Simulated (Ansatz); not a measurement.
The system is Ca.

```
Ca
1.0
     3.48866    0.00000    0.00000
     0.00000    3.48866    0.00000
     0.00000    0.00000    3.48866
Ca
1
Direct
  0.00000 0.00000 0.00000
```

This isn't the form of Ca at room conditions, which is fcc.

* Program: Ansatz 0.2.0
* Task: single point
* Functional: PBE
* Potentials or basis: Ansatz PAW
* Cutoff: 420 eV (not typed: the program's choice for these potentials)
* k mesh: 8 × 8 × 8
* Occupations: fermi-dirac, width 0.05 eV
* Spin: no spin polarisation

On this cell: pressure 0.4 GPa; band gap on the k mesh none (metal or under the smearing width).

The same run follows on a disturbed copy (cell strained at random at fixed volume):

```xyz
1
Lattice="3.4390 0.0042 -0.0258 0.0042 3.5313 -0.0625 -0.0258 -0.0625 3.4977" Properties=species:S:1:pos:R:3 pbc="T T T"
Ca    0.0242   -0.0530    0.0415
```

What changes?

The energy (extrapolated to zero smearing) moves by +0.8 meV/atom; pressure 0.4 GPa; band gap on the k mesh none (metal or under the smearing width).

Stress tensor (GPa, compression positive):
```
 1.27  0.02 -0.14
 0.02 -0.28 -0.30
-0.14 -0.30  0.24
```
